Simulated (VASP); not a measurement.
# CdSe (Cadmoselite) (P6_3mc) in VASP: notebook, part 3 of 3

VASP 6.6.1. The steps go on from the part before.

### Step 5. Single point, PBEsol

This run uses another cell than the first one, of 24.48 Å³/atom, 0.871 times its volume.

The input, INCAR:

```
ALGO = Normal
EDIFF = 1E-6
ENCUT = 520
GGA = PS
ISIF = 2
ISMEAR = -1
LASPH = True
LCHARG = False
LREAL = False
LWAVE = False
NBANDS = 26
NELM = 80
PREC = Accurate
SIGMA = 0.05
```

The input, KPOINTS:

```
k-points
0
Gamma
  7 7 4
```

The input, POSCAR:

```
CdSe
1.0
    4.0978356411      0.0000000000      0.0000000000
   -2.0489178205      3.5488297657      0.0000000000
    0.0000000000      0.0000000000      6.7339219566
Cd Se
2 2
Direct
    0.6666666667      0.3333333333      0.5057737649
    0.3333333333      0.6666666667      0.0057737649
    0.6666666667      0.3333333333      0.8792262351
    0.3333333333      0.6666666667      0.3792262351
```

Potentials or basis: VASP PAW PBE potentials, release 64 (Cd, Se).

Started as:

```sh
cat potpaw_PBE.64/Cd/POTCAR potpaw_PBE.64/Se/POTCAR > POTCAR
mpirun -np 1 vasp_std > vasp.out
```

OUTCAR:

```text
EDIFF = 1E-6
   ENCUT = 520
   GGA = PS
   ISIF = 2
   ISMEAR = -1
   LASPH = True
   LREAL = False
   NELM = 80
   PREC = Accurate

 ion  position               nearest neighbor table
   1  0.667  0.333  0.506-   4 2.51   4 2.51   4 2.51   3 2.51
   2  0.333  0.667  0.006-   3 2.51   3 2.51   3 2.51   4 2.51
   3  0.667  0.333  0.879-   2 2.51   2 2.51   2 2.51   1 2.51
   4  0.333  0.667  0.379-   1 2.51   1 2.51   1 2.51   2 2.51

  LATTYP: Found a hexagonal cell.
 ALAT       =     4.0978356411
 C/A-ratio  =     1.6432874684

  Lattice vectors:

 A1 = (   4.0978356411,   0.0000000000,   0.0000000000)
 A2 = (  -2.0489178205,   3.5488297657,   0.0000000000)
 A3 = (   0.0000000000,   0.0000000000,   6.7339219566)

Analysis of symmetry for initial positions (statically):
=====================================================================
 Subroutine PRICEL returns:
 Original cell was already a primitive cell.

 Routine SETGRP: Setting up the symmetry group for a
 hexagonal supercell.

 Subroutine GETGRP returns: Found 12 space group operations
 (whereof  6 operations were pure point group operations)
 out of a pool of 24 trial point group operations.

The static configuration has the point symmetry C_3v.
 The point group associated with its full space group is C_6v.

Analysis of symmetry for dynamics (positions and initial velocities):
=====================================================================
 Subroutine PRICEL returns:
 Original cell was already a primitive cell.

 Routine SETGRP: Setting up the symmetry group for a
 hexagonal supercell.

 Subroutine GETGRP returns: Found 12 space group operations
 (whereof  6 operations were pure point group operations)
 out of a pool of 24 trial point group operations.

[... 117 lines left out ...]
   EMIN   =  10.00;   EMAX   =-10.00  energy-range for DOS
   EFERMI =   0.00;   METHOD = LEGACY
   ISMEAR =    -1;   SIGMA  =   0.05  broadening in eV -4-tet -1-fermi 0-gaus
   EFERMI_NEDOS =   21; number of points for ismear=-14 and -15
   IALGO  =     38    algorithm
   IMIX   =      4    mixing-type and parameters
     AMIX     =   0.40;   BMIX     =  1.00
     AMIX_MAG =   1.60;   BMIX_MAG =  1.00
  volume/ion in A,a.u.               =      24.48       165.21
  Fermi-wavevector in a.u.,A,eV,Ry     =   1.172753  2.216181 18.712755  1.375349
  Thomas-Fermi vector in A             =   2.309176
   LORBIT       =      0    0 simple, 1 ext, 2 COOP (PROOUT), +10 PAW based schemes
   GGA     = PS    functional components
   LHFCALC =     F    Hartree Fock is set to
   AEXX    =    0.0000 exact exchange contribution
   IVDW    =     0    specifies the selected vdW correction
   LEPSILON=     F    determine dielectric tensor
   LRPA    =     F    only Hartree local field effects (RPA)
 non-spin polarized calculation
  energy-cutoff  :      520.00
  volume of cell :       97.93
 maximum number of plane-waves:      2671
   NGX = 15   NGY = 15   NGZ = 25

 number of electron      36.0000006 magnetization

 Free energy of the ion-electron system (eV)
  ---------------------------------------------------
  ext. energy  EPLUGINS =         0.00000000
  ---------------------------------------------------
  free energy    TOTEN  =       -11.90849210 eV

  energy without entropy =      -11.90848765  energy(sigma->0) =      -11.90848988

 E-fermi :   2.4754     XC(G=0):  -9.7419

 val. band max:        2.0471449529   @ k =   0.0000   0.0000   0.0000
 cond. band min:       2.8591776731   @ k =   0.0000   0.0000   0.0000
 fundamental gap:      0.8120327202
 Fermi energy:         2.4753634243

 k-point     1 :       0.0000    0.0000    0.0000
  band No.  band energies     occupation
      1     -11.4980      2.00000
      2     -10.9758      2.00000
      3      -6.4812      2.00000
      4      -6.4572      2.00000
      5      -6.4572      2.00000
      6      -6.3570      2.00000
[... 685 lines left out ...]
     25      10.2197      0.00000
     26      10.2197      0.00000

------------------------ aborting loop because EDIFF is reached ----------------------------------------

  FORCE on cell =-STRESS in cart. coord.  units (eV):
  Direction    XX          YY          ZZ          XY          YZ          ZX
  --------------------------------------------------------------------------------------
  -------------------------------------------------------------------------------------
  Total        6.4566094      6.4566094      6.4764770      0.0000000      0.0000000      0.0000000
  in kB      105.6348734    105.6348734    105.9599216      0.0000000      0.0000000      0.0000000
  external PRESSURE =     105.7432228 kB  Pullay stress =       0.0000000 kB

 VOLUME and BASIS-vectors are now :
 -----------------------------------------------------------------------------
  energy-cutoff  :      520.00
  volume of cell :       97.93
      direct lattice vectors                 reciprocal lattice vectors
     4.097835641  0.000000000  0.000000000     0.244031261  0.140891514  0.000000000
    -2.048917820  3.548829766  0.000000000     0.000000000  0.281783029  0.000000000
     0.000000000  0.000000000  6.733921957     0.000000000  0.000000000  0.148501870

 POSITION                                       TOTAL-FORCE (eV/Angst)
 -----------------------------------------------------------------------------------
      2.04892      1.18294      3.40584         0.000000      0.000000      0.001635
     -0.00000      2.36589      0.03888        -0.000000     -0.000000      0.001635
      2.04892      1.18294      5.92064         0.000000      0.000000     -0.001635
     -0.00000      2.36589      2.55368        -0.000000      0.000000     -0.001635
 -----------------------------------------------------------------------------------
    total drift:                               -0.000000     -0.000000     -0.000569

  FREE ENERGIE OF THE ION-ELECTRON SYSTEM (eV)
  ---------------------------------------------------
  free  energy   TOTEN  =       -11.9084921029 eV

  energy  without entropy=      -11.9084876526  energy(sigma->0) =      -11.90848988
```

stdout:

```text
POSCAR found type information on POSCAR CdSe
 POSCAR found :  2 types and       4 ions
 scaLAPACK will be used
 -----------------------------------------------------------------------------
|                                                                             |
|                                                                             |
|     You enforced a specific xc type in the INCAR file but a different       |
|     I HOPE YOU KNOW WHAT YOU ARE DOING!                                     |
|                                                                             |
 -----------------------------------------------------------------------------

 LDA part: xc-table for (Slater+PW92), standard interpolation
 POSCAR, INCAR and KPOINTS ok, starting setup
 FFT: planning ... GRIDC
 FFT: planning ... GRID_SOFT
 FFT: planning ... GRID
 WAVECAR not read
 entering main loop
```

It took 45 s on 1 thread of Intel Xeon Platinum 8259CL at 2.50GHz (Skylake/Cascade Lake), shared host; peak memory 0.22 GiB.

Results:

* Free energy: -11.9085 eV
* Pressure: 10.6 GPa
* Band gap on the k mesh: 0.81 eV, direct

Levels at points of the mesh, in eV from the valence-band top:
| k point | band 15 | band 16 | band 17 | band 18 | band 19 | band 20 | band 21 | band 22 |
| --- | --- | --- | --- | --- | --- | --- | --- | --- |
| (0.00, 0.00, 0.00) | -0.99 | -0.11 | 0.00 | 0.00 | 0.81 | 2.26 | 5.76 | 5.76 |
| (0.00, 0.00, 0.50) | -0.52 | -0.52 | -0.52 | -0.52 | 2.51 | 2.51 | 5.93 | 5.93 |

Caveat: the PAW data sets were made with another functional, which shifts forces and pressure a little.

### Step 6. The runs side by side

| level | cell | gap on the mesh (eV) | pressure (GPa) |
| --- | --- | --- | --- |
| PBEsol+D3(BJ) | a = 4.300, b = 4.300, c = 7.020 Å, angles 90.0, 90.0, 120.0°, 4 atoms | 0.58 | -1.2 |
| PBEsol | a = 3.640, b = 3.640, c = 7.121 Å, angles 90.0, 90.0, 120.0°, 4 atoms | - | 31.2 |
| PBEsol | a = 3.917, b = 3.917, c = 6.730 Å, angles 90.0, 90.0, 120.0°, 4 atoms | 0.83 | 20.9 |
| PBEsol | a = 4.098, b = 4.098, c = 6.734 Å, angles 90.0, 90.0, 120.0°, 4 atoms | 0.81 | 10.6 |

Alike in all rows: task single point; potentials or basis VASP PAW PBE potentials, release 64 (Cd, Se); no spin polarisation; k mesh 7 × 7 × 4; cutoff (eV) 520; smearing fermi-dirac 0.05 eV.

Caveats: the PAW data sets were made with another functional, which shifts forces and pressure a little; three body term missing (some runs).

Absolute energies hang on the potentials; compare differences alone.

### Step 7. Comparison with measurements

Step 2. A measured gap of CdSe is 1.841 eV (2 K; a printed reference work, data compilation); the calculated 0.58 eV misses it by -1.26 eV. So large a miss can be the level of theory's own, or it may mean another phase, state or a wrong row. Spin-orbit coupling on Cd, Se is left out. The value is that of PBEsol+D3(BJ), without temperature or zero-point motion. Semilocal functionals fall short of measured gaps as a rule.
